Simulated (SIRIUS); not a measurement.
# Sn (Fd-3m) in SIRIUS: further runs, part 2 of 2

SIRIUS 7.12.0. The steps go on from the part before.

**4. Equation of state, PBEsol, 33.13 Å³/atom (volume scaled by 0.98)**

File sirius.json:

```json
{
  "control": {
    "processing_unit": "cpu",
    "std_evp_solver_name": "lapack",
    "gen_evp_solver_name": "lapack",
    "verbosity": 2,
    "print_forces": false,
    "ortho_rf": true,
    "use_second_variation": true,
    "rmt_max": 3.0,
    "num_bands_to_print": 24,
    "save_wf": true
  },
  "parameters": {
    "electronic_structure_method": "full_potential_lapwlo",
    "xc_functionals": ["XC_GGA_X_PBE_SOL", "XC_GGA_C_PBE_SOL"],
    "core_relativity": "dirac",
    "valence_relativity": "iora",
    "num_fv_states": 29,
    "smearing": "fermi_dirac",
    "smearing_width": 0.0018374661,
    "pw_cutoff": 20,
    "gk_cutoff": 3.31,
    "lmax_apw": 10,
    "lmax_rho": 8,
    "lmax_pot": 8,
    "num_mag_dims": 0,
    "auto_rmt": 0,
    "ngridk": [7, 7, 7],
    "shiftk": [0, 0, 0],
    "num_dft_iter": 80,
    "energy_tol": 1e-07,
    "density_tol": 1e-05,
    "use_symmetry": true
  },
  "settings": {"tol_ne": 1e-10},
  "iterative_solver": {"type": "exact"},
  "mixer": {"type": "anderson", "beta": 0.5, "max_history": 8},
  "unit_cell": {
    "lattice_vectors": [[0.0, 6.0691235237, 6.0691235237], [6.0691235237, 0.0, 6.0691235237], [6.0691235237, 6.0691235237, 0.0]],
    "atom_types": ["Sn"],
    "atom_files": {"Sn": "Sn.json"},
    "atoms": {"Sn": [[0.75, 0.75, 0.75], [0.5, 0.5, 0.5]]}
  }
}
```

File Sn.json:

```json
{
  "name": "tin",
  "symbol": "Sn",
  "number": 50,
  "mass": 118.71,
  "rmin": 1e-06,
  "rmt": 2.54,
  "nrmt": 800,
  "rinf": 17.22,
  "core": "1s2s2p3s3p3d",
  "valence": [
    {"basis": [{"enu": -0.03, "dme": 0, "n": 0, "auto": 0}, {"enu": -0.03, "dme": 1, "n": 0, "auto": 0}]},
    {"l": 0, "n": 1, "basis": [{"enu": -0.007, "dme": 0, "n": 0, "auto": 0}]},
    {"l": 1, "n": 2, "basis": [{"enu": 0.07, "dme": 0, "n": 0, "auto": 0}]},
    {"l": 2, "n": 3, "basis": [{"enu": 0.07, "dme": 0, "n": 0, "auto": 0}]},
    {"l": 3, "n": 4, "basis": [{"enu": 0.07, "dme": 0, "n": 0, "auto": 0}]}
  ],
  "lo": [
    {
      "l": 0,
      "basis": [{"enu": -0.007, "dme": 0, "n": 0, "auto": 0}, {"enu": -0.007, "dme": 1, "n": 0, "auto": 0}]
    },
    {
      "l": 0,
      "basis": [{"enu": -4.6845, "dme": 0, "n": 4, "auto": 1}, {"enu": -4.6845, "dme": 1, "n": 4, "auto": 1}]
    },
    {
      "l": 0,
      "basis": [{"enu": -4.6845, "dme": 1, "n": 4, "auto": 1}, {"enu": -0.007, "dme": 0, "n": 0, "auto": 0}]
    },
    {
      "l": 0,
      "basis": [{"enu": -0.007, "dme": 0, "n": 0, "auto": 0}, {"enu": 2.473, "dme": 0, "n": 0, "auto": 0}]
    },
    {"l": 1, "basis": [{"enu": 0.07, "dme": 0, "n": 0, "auto": 0}, {"enu": 0.07, "dme": 1, "n": 0, "auto": 0}]},
    {
      "l": 1,
      "basis": [{"enu": -3.0743, "dme": 0, "n": 4, "auto": 1}, {"enu": -3.0743, "dme": 1, "n": 4, "auto": 1}]
    },
    {
      "l": 1,
      "basis": [{"enu": -3.0743, "dme": 1, "n": 4, "auto": 1}, {"enu": 0.07, "dme": 0, "n": 0, "auto": 0}]
    },
    {"l": 1, "basis": [{"enu": 0.07, "dme": 0, "n": 0, "auto": 0}, {"enu": 2.922, "dme": 0, "n": 0, "auto": 0}]},
    {"l": 2, "basis": [{"enu": 0.07, "dme": 0, "n": 0, "auto": 0}, {"enu": 0.07, "dme": 1, "n": 0, "auto": 0}]},
    {
      "l": 2,
      "basis": [{"enu": -0.7416, "dme": 0, "n": 4, "auto": 1}, {"enu": -0.7416, "dme": 1, "n": 4, "auto": 1}]
    },
    {
      "l": 2,
      "basis": [{"enu": -0.7416, "dme": 1, "n": 4, "auto": 1}, {"enu": 0.07, "dme": 0, "n": 0, "auto": 0}]
    },
    {"l": 2, "basis": [{"enu": 0.07, "dme": 0, "n": 0, "auto": 0}, {"enu": 3.294, "dme": 0, "n": 0, "auto": 0}]},
    {"l": 3, "basis": [{"enu": 0.07, "dme": 0, "n": 0, "auto": 0}, {"enu": 0.07, "dme": 1, "n": 0, "auto": 0}]},
    {"l": 3, "basis": [{"enu": 0.07, "dme": 0, "n": 0, "auto": 0}, {"enu": 2.767, "dme": 0, "n": 0, "auto": 0}]}
  ],
  "free_atom": [... radial grid and density of the free atom, the start of the SCF ...]
}
```

File sirius_start.json:

```json
{
  "control": {
    "processing_unit": "cpu",
    "std_evp_solver_name": "lapack",
    "gen_evp_solver_name": "lapack",
    "verbosity": 1,
    "print_forces": false,
    "ortho_rf": true,
    "use_second_variation": true,
    "rmt_max": 3.0,
    "num_bands_to_print": 24,
    "save_wf": false
  },
  "parameters": {
    "electronic_structure_method": "full_potential_lapwlo",
    "xc_functionals": ["XC_LDA_X", "XC_LDA_C_PW"],
    "core_relativity": "dirac",
    "valence_relativity": "iora",
    "num_fv_states": 29,
    "smearing": "fermi_dirac",
    "smearing_width": 0.0055123983,
    "pw_cutoff": 20,
    "gk_cutoff": 2.65,
    "lmax_apw": 10,
    "lmax_rho": 8,
    "lmax_pot": 8,
    "num_mag_dims": 0,
    "auto_rmt": 0,
    "ngridk": [3, 3, 3],
    "shiftk": [0, 0, 0],
    "num_dft_iter": 30,
    "energy_tol": 0.01,
    "density_tol": 0.05,
    "use_symmetry": true
  },
  "settings": {"tol_ne": 1e-10},
  "iterative_solver": {"type": "exact"},
  "mixer": {"type": "anderson", "beta": 0.5, "max_history": 8},
  "unit_cell": {
    "lattice_vectors": [[0.0, 6.0691235237, 6.0691235237], [6.0691235237, 0.0, 6.0691235237], [6.0691235237, 6.0691235237, 0.0]],
    "atom_types": ["Sn"],
    "atom_files": {"Sn": "Sn.json"},
    "atoms": {"Sn": [[0.75, 0.75, 0.75], [0.5, 0.5, 0.5]]}
  }
}
```

On the command line:

```
> OMP_NUM_THREADS=1 sirius.scf --input=sirius_start.json --output=start.json
> OMP_NUM_THREADS=1 sirius.scf --input=sirius.json --output=output.json --task=1
```

Run time: 38 s. Hardware: 1 thread of Arm Neoverse V2, shared host; peak memory 0.47 GiB.

It converged, with:

* Free energy: -336133.9459 eV
* Band gap on the k mesh: none (metal or under the smearing width)
* All electrons inside the program's atomic spheres: Sn 48.11 (radii Sn 2.54 bohr)

**5. Equation of state, PBEsol, 33.80 Å³/atom**

Edit sirius.json of step 4 so:

```diff
@@ -39,3 +39,3 @@
   "unit_cell": {
-    "lattice_vectors": [[0.0, 6.0691235237, 6.0691235237], [6.0691235237, 0.0, 6.0691235237], [6.0691235237, 6.0691235237, 0.0]],
+    "lattice_vectors": [[0.0, 6.110132359, 6.110132359], [6.110132359, 0.0, 6.110132359], [6.110132359, 6.110132359, 0.0]],
     "atom_types": ["Sn"],
```

File Sn.json:

```json
{
  "name": "tin",
  "symbol": "Sn",
  "number": 50,
  "mass": 118.71,
  "rmin": 1e-06,
  "rmt": 2.54,
  "nrmt": 800,
  "rinf": 17.22,
  "core": "1s2s2p3s3p3d",
  "valence": [
    {"basis": [{"enu": -0.04, "dme": 0, "n": 0, "auto": 0}, {"enu": -0.04, "dme": 1, "n": 0, "auto": 0}]},
    {"l": 0, "n": 1, "basis": [{"enu": -0.017, "dme": 0, "n": 0, "auto": 0}]},
    {"l": 1, "n": 2, "basis": [{"enu": 0.06, "dme": 0, "n": 0, "auto": 0}]},
    {"l": 2, "n": 3, "basis": [{"enu": 0.06, "dme": 0, "n": 0, "auto": 0}]},
    {"l": 3, "n": 4, "basis": [{"enu": 0.06, "dme": 0, "n": 0, "auto": 0}]}
  ],
  "lo": [
    {
      "l": 0,
      "basis": [{"enu": -0.017, "dme": 0, "n": 0, "auto": 0}, {"enu": -0.017, "dme": 1, "n": 0, "auto": 0}]
    },
    {
      "l": 0,
      "basis": [{"enu": -4.6945, "dme": 0, "n": 4, "auto": 1}, {"enu": -4.6945, "dme": 1, "n": 4, "auto": 1}]
    },
    {
      "l": 0,
      "basis": [{"enu": -4.6945, "dme": 1, "n": 4, "auto": 1}, {"enu": -0.017, "dme": 0, "n": 0, "auto": 0}]
    },
    {
      "l": 0,
      "basis": [{"enu": -0.017, "dme": 0, "n": 0, "auto": 0}, {"enu": 2.463, "dme": 0, "n": 0, "auto": 0}]
    },
    {"l": 1, "basis": [{"enu": 0.06, "dme": 0, "n": 0, "auto": 0}, {"enu": 0.06, "dme": 1, "n": 0, "auto": 0}]},
    {
      "l": 1,
      "basis": [{"enu": -3.0843, "dme": 0, "n": 4, "auto": 1}, {"enu": -3.0843, "dme": 1, "n": 4, "auto": 1}]
    },
    {
      "l": 1,
      "basis": [{"enu": -3.0843, "dme": 1, "n": 4, "auto": 1}, {"enu": 0.06, "dme": 0, "n": 0, "auto": 0}]
    },
    {"l": 1, "basis": [{"enu": 0.06, "dme": 0, "n": 0, "auto": 0}, {"enu": 2.912, "dme": 0, "n": 0, "auto": 0}]},
    {"l": 2, "basis": [{"enu": 0.06, "dme": 0, "n": 0, "auto": 0}, {"enu": 0.06, "dme": 1, "n": 0, "auto": 0}]},
    {
      "l": 2,
      "basis": [{"enu": -0.7516, "dme": 0, "n": 4, "auto": 1}, {"enu": -0.7516, "dme": 1, "n": 4, "auto": 1}]
    },
    {
      "l": 2,
      "basis": [{"enu": -0.7516, "dme": 1, "n": 4, "auto": 1}, {"enu": 0.06, "dme": 0, "n": 0, "auto": 0}]
    },
    {"l": 2, "basis": [{"enu": 0.06, "dme": 0, "n": 0, "auto": 0}, {"enu": 3.284, "dme": 0, "n": 0, "auto": 0}]},
    {"l": 3, "basis": [{"enu": 0.06, "dme": 0, "n": 0, "auto": 0}, {"enu": 0.06, "dme": 1, "n": 0, "auto": 0}]},
    {"l": 3, "basis": [{"enu": 0.06, "dme": 0, "n": 0, "auto": 0}, {"enu": 2.757, "dme": 0, "n": 0, "auto": 0}]}
  ],
  "free_atom": [... radial grid and density of the free atom, the start of the SCF ...]
}
```

Edit sirius_start.json of step 4 so:

```diff
@@ -39,3 +39,3 @@
   "unit_cell": {
-    "lattice_vectors": [[0.0, 6.0691235237, 6.0691235237], [6.0691235237, 0.0, 6.0691235237], [6.0691235237, 6.0691235237, 0.0]],
+    "lattice_vectors": [[0.0, 6.110132359, 6.110132359], [6.110132359, 0.0, 6.110132359], [6.110132359, 6.110132359, 0.0]],
     "atom_types": ["Sn"],
```

On the command line:

```
> OMP_NUM_THREADS=1 sirius.scf --input=sirius_start.json --output=start.json
> OMP_NUM_THREADS=1 sirius.scf --input=sirius.json --output=output.json --task=1
```

Run time: 38 s. Hardware: 1 thread of Arm Neoverse V2, shared host; peak memory 0.47 GiB.

Results (log left out):

* Free energy: -336133.9627 eV
* Band gap on the k mesh: none (metal or under the smearing width)
* All electrons inside the program's atomic spheres: Sn 48.09 (radii Sn 2.54 bohr)

**6. Equation of state, PBEsol, 34.48 Å³/atom (volume scaled by 1.02)**

Edit sirius.json of step 5 so:

```diff
@@ -39,3 +39,3 @@
   "unit_cell": {
-    "lattice_vectors": [[0.0, 6.110132359, 6.110132359], [6.110132359, 0.0, 6.110132359], [6.110132359, 6.110132359, 0.0]],
+    "lattice_vectors": [[0.0, 6.1505979911, 6.1505979911], [6.1505979911, 0.0, 6.1505979911], [6.1505979911, 6.1505979911, 0.0]],
     "atom_types": ["Sn"],
```

Sn.json is that of step 5.

Edit sirius_start.json of step 5 so:

```diff
@@ -39,3 +39,3 @@
   "unit_cell": {
-    "lattice_vectors": [[0.0, 6.110132359, 6.110132359], [6.110132359, 0.0, 6.110132359], [6.110132359, 6.110132359, 0.0]],
+    "lattice_vectors": [[0.0, 6.1505979911, 6.1505979911], [6.1505979911, 0.0, 6.1505979911], [6.1505979911, 6.1505979911, 0.0]],
     "atom_types": ["Sn"],
```

Potentials or basis: all-electron FP-LAPW, apw+lo standard.

On the command line:

```
> OMP_NUM_THREADS=1 sirius.scf --input=sirius_start.json --output=start.json
> OMP_NUM_THREADS=1 sirius.scf --input=sirius.json --output=output.json --task=1
```

Wall time 39 s (1 thread of Arm Neoverse V2, shared host); peak memory 0.47 GiB.

It converged, with:

```yaml
Free_energy: -336133.9713 eV
Band_gap_on_the_k_mesh: none (metal or under the smearing width)
All_electrons_inside_the_program's_atomic_spheres: Sn 48.07 (radii Sn 2.54 bohr)
```

**7. Equation of state, PBEsol, 35.16 Å³/atom (volume scaled by 1.04)**

Edit sirius.json of step 6 so:

```diff
@@ -39,3 +39,3 @@
   "unit_cell": {
-    "lattice_vectors": [[0.0, 6.1505979911, 6.1505979911], [6.1505979911, 0.0, 6.1505979911], [6.1505979911, 6.1505979911, 0.0]],
+    "lattice_vectors": [[0.0, 6.1905380581, 6.1905380581], [6.1905380581, 0.0, 6.1905380581], [6.1905380581, 6.1905380581, 0.0]],
     "atom_types": ["Sn"],
```

File Sn.json:

```json
{
  "name": "tin",
  "symbol": "Sn",
  "number": 50,
  "mass": 118.71,
  "rmin": 1e-06,
  "rmt": 2.54,
  "nrmt": 800,
  "rinf": 17.22,
  "core": "1s2s2p3s3p3d",
  "valence": [
    {"basis": [{"enu": -0.05, "dme": 0, "n": 0, "auto": 0}, {"enu": -0.05, "dme": 1, "n": 0, "auto": 0}]},
    {"l": 0, "n": 1, "basis": [{"enu": -0.027, "dme": 0, "n": 0, "auto": 0}]},
    {"l": 1, "n": 2, "basis": [{"enu": 0.05, "dme": 0, "n": 0, "auto": 0}]},
    {"l": 2, "n": 3, "basis": [{"enu": 0.05, "dme": 0, "n": 0, "auto": 0}]},
    {"l": 3, "n": 4, "basis": [{"enu": 0.05, "dme": 0, "n": 0, "auto": 0}]}
  ],
  "lo": [
    {
      "l": 0,
      "basis": [{"enu": -0.027, "dme": 0, "n": 0, "auto": 0}, {"enu": -0.027, "dme": 1, "n": 0, "auto": 0}]
    },
    {
      "l": 0,
      "basis": [{"enu": -4.7045, "dme": 0, "n": 4, "auto": 1}, {"enu": -4.7045, "dme": 1, "n": 4, "auto": 1}]
    },
    {
      "l": 0,
      "basis": [{"enu": -4.7045, "dme": 1, "n": 4, "auto": 1}, {"enu": -0.027, "dme": 0, "n": 0, "auto": 0}]
    },
    {
      "l": 0,
      "basis": [{"enu": -0.027, "dme": 0, "n": 0, "auto": 0}, {"enu": 2.453, "dme": 0, "n": 0, "auto": 0}]
    },
    {"l": 1, "basis": [{"enu": 0.05, "dme": 0, "n": 0, "auto": 0}, {"enu": 0.05, "dme": 1, "n": 0, "auto": 0}]},
    {
      "l": 1,
      "basis": [{"enu": -3.0943, "dme": 0, "n": 4, "auto": 1}, {"enu": -3.0943, "dme": 1, "n": 4, "auto": 1}]
    },
    {
      "l": 1,
      "basis": [{"enu": -3.0943, "dme": 1, "n": 4, "auto": 1}, {"enu": 0.05, "dme": 0, "n": 0, "auto": 0}]
    },
    {"l": 1, "basis": [{"enu": 0.05, "dme": 0, "n": 0, "auto": 0}, {"enu": 2.902, "dme": 0, "n": 0, "auto": 0}]},
    {"l": 2, "basis": [{"enu": 0.05, "dme": 0, "n": 0, "auto": 0}, {"enu": 0.05, "dme": 1, "n": 0, "auto": 0}]},
    {
      "l": 2,
      "basis": [{"enu": -0.7616, "dme": 0, "n": 4, "auto": 1}, {"enu": -0.7616, "dme": 1, "n": 4, "auto": 1}]
    },
    {
      "l": 2,
      "basis": [{"enu": -0.7616, "dme": 1, "n": 4, "auto": 1}, {"enu": 0.05, "dme": 0, "n": 0, "auto": 0}]
    },
    {"l": 2, "basis": [{"enu": 0.05, "dme": 0, "n": 0, "auto": 0}, {"enu": 3.274, "dme": 0, "n": 0, "auto": 0}]},
    {"l": 3, "basis": [{"enu": 0.05, "dme": 0, "n": 0, "auto": 0}, {"enu": 0.05, "dme": 1, "n": 0, "auto": 0}]},
    {"l": 3, "basis": [{"enu": 0.05, "dme": 0, "n": 0, "auto": 0}, {"enu": 2.747, "dme": 0, "n": 0, "auto": 0}]}
  ],
  "free_atom": [... radial grid and density of the free atom, the start of the SCF ...]
}
```

Edit sirius_start.json of step 6 so:

```diff
@@ -39,3 +39,3 @@
   "unit_cell": {
-    "lattice_vectors": [[0.0, 6.1505979911, 6.1505979911], [6.1505979911, 0.0, 6.1505979911], [6.1505979911, 6.1505979911, 0.0]],
+    "lattice_vectors": [[0.0, 6.1905380581, 6.1905380581], [6.1905380581, 0.0, 6.1905380581], [6.1905380581, 6.1905380581, 0.0]],
     "atom_types": ["Sn"],
```

On the command line:

```
> OMP_NUM_THREADS=1 sirius.scf --input=sirius_start.json --output=start.json
> OMP_NUM_THREADS=1 sirius.scf --input=sirius.json --output=output.json --task=1
```

Run time: 39 s. Hardware: 1 thread of Arm Neoverse V2, shared host; peak memory 0.48 GiB.

It converged, with:

* Free energy: -336133.9728 eV
* Band gap on the k mesh: none (metal or under the smearing width)
* All electrons inside the program's atomic spheres: Sn 48.05 (radii Sn 2.54 bohr)

**8. Equation of state, PBEsol, 35.83 Å³/atom (volume scaled by 1.06)**

Edit sirius.json of step 7 so:

```diff
@@ -39,3 +39,3 @@
   "unit_cell": {
-    "lattice_vectors": [[0.0, 6.1905380581, 6.1905380581], [6.1905380581, 0.0, 6.1905380581], [6.1905380581, 6.1905380581, 0.0]],
+    "lattice_vectors": [[0.0, 6.2299693, 6.2299693], [6.2299693, 0.0, 6.2299693], [6.2299693, 6.2299693, 0.0]],
     "atom_types": ["Sn"],
```

File Sn.json:

```json
{
  "name": "tin",
  "symbol": "Sn",
  "number": 50,
  "mass": 118.71,
  "rmin": 1e-06,
  "rmt": 2.54,
  "nrmt": 800,
  "rinf": 17.22,
  "core": "1s2s2p3s3p3d",
  "valence": [
    {"basis": [{"enu": -0.06, "dme": 0, "n": 0, "auto": 0}, {"enu": -0.06, "dme": 1, "n": 0, "auto": 0}]},
    {"l": 0, "n": 1, "basis": [{"enu": -0.037, "dme": 0, "n": 0, "auto": 0}]},
    {"l": 1, "n": 2, "basis": [{"enu": 0.04, "dme": 0, "n": 0, "auto": 0}]},
    {"l": 2, "n": 3, "basis": [{"enu": 0.04, "dme": 0, "n": 0, "auto": 0}]},
    {"l": 3, "n": 4, "basis": [{"enu": 0.04, "dme": 0, "n": 0, "auto": 0}]}
  ],
  "lo": [
    {
      "l": 0,
      "basis": [{"enu": -0.037, "dme": 0, "n": 0, "auto": 0}, {"enu": -0.037, "dme": 1, "n": 0, "auto": 0}]
    },
    {
      "l": 0,
      "basis": [{"enu": -4.7145, "dme": 0, "n": 4, "auto": 1}, {"enu": -4.7145, "dme": 1, "n": 4, "auto": 1}]
    },
    {
      "l": 0,
      "basis": [{"enu": -4.7145, "dme": 1, "n": 4, "auto": 1}, {"enu": -0.037, "dme": 0, "n": 0, "auto": 0}]
    },
    {
      "l": 0,
      "basis": [{"enu": -0.037, "dme": 0, "n": 0, "auto": 0}, {"enu": 2.443, "dme": 0, "n": 0, "auto": 0}]
    },
    {"l": 1, "basis": [{"enu": 0.04, "dme": 0, "n": 0, "auto": 0}, {"enu": 0.04, "dme": 1, "n": 0, "auto": 0}]},
    {
      "l": 1,
      "basis": [{"enu": -3.1043, "dme": 0, "n": 4, "auto": 1}, {"enu": -3.1043, "dme": 1, "n": 4, "auto": 1}]
    },
    {
      "l": 1,
      "basis": [{"enu": -3.1043, "dme": 1, "n": 4, "auto": 1}, {"enu": 0.04, "dme": 0, "n": 0, "auto": 0}]
    },
    {"l": 1, "basis": [{"enu": 0.04, "dme": 0, "n": 0, "auto": 0}, {"enu": 2.892, "dme": 0, "n": 0, "auto": 0}]},
    {"l": 2, "basis": [{"enu": 0.04, "dme": 0, "n": 0, "auto": 0}, {"enu": 0.04, "dme": 1, "n": 0, "auto": 0}]},
    {
      "l": 2,
      "basis": [{"enu": -0.7716, "dme": 0, "n": 4, "auto": 1}, {"enu": -0.7716, "dme": 1, "n": 4, "auto": 1}]
    },
    {
      "l": 2,
      "basis": [{"enu": -0.7716, "dme": 1, "n": 4, "auto": 1}, {"enu": 0.04, "dme": 0, "n": 0, "auto": 0}]
    },
    {"l": 2, "basis": [{"enu": 0.04, "dme": 0, "n": 0, "auto": 0}, {"enu": 3.264, "dme": 0, "n": 0, "auto": 0}]},
    {"l": 3, "basis": [{"enu": 0.04, "dme": 0, "n": 0, "auto": 0}, {"enu": 0.04, "dme": 1, "n": 0, "auto": 0}]},
    {"l": 3, "basis": [{"enu": 0.04, "dme": 0, "n": 0, "auto": 0}, {"enu": 2.737, "dme": 0, "n": 0, "auto": 0}]}
  ],
  "free_atom": [... radial grid and density of the free atom, the start of the SCF ...]
}
```

Edit sirius_start.json of step 7 so:

```diff
@@ -39,3 +39,3 @@
   "unit_cell": {
-    "lattice_vectors": [[0.0, 6.1905380581, 6.1905380581], [6.1905380581, 0.0, 6.1905380581], [6.1905380581, 6.1905380581, 0.0]],
+    "lattice_vectors": [[0.0, 6.2299693, 6.2299693], [6.2299693, 0.0, 6.2299693], [6.2299693, 6.2299693, 0.0]],
     "atom_types": ["Sn"],
```

On the command line:

```
> OMP_NUM_THREADS=1 sirius.scf --input=sirius_start.json --output=start.json
> OMP_NUM_THREADS=1 sirius.scf --input=sirius.json --output=output.json --task=1
```

It took 41 s on 1 thread of Arm Neoverse V2, shared host; peak memory 0.48 GiB.

The run converged. Its results:

| Property | Result |
| --- | --- |
| Free energy | -336133.9674 eV |
| Band gap on the k mesh | none (metal or under the smearing width) |
| All electrons inside the program's atomic spheres | Sn 48.04 (radii Sn 2.54 bohr) |

**9. Equation of state, PBEsol**

Potentials or basis: all-electron FP-LAPW, apw+lo standard.

This step only gathers the single runs of the series.

What came out:

```
Equilibrium volume                      : 34.94 Å³/atom
Bulk modulus                            : 40 GPa
Pressure derivative of the bulk modulus : 6.0 (rough: it moves with the points fitted)
```

Energy against volume, from the lowest point:
| volume (Å³/atom) | energy (meV/atom) |
| --- | --- |
| 31.775 | 44.75 |
| 32.451 | 26.09 |
| 33.127 | 13.44 |
| 33.803 | 5.05 |
| 34.479 | 0.75 |
| 35.155 | 0.00 |
| 35.831 | 2.71 |
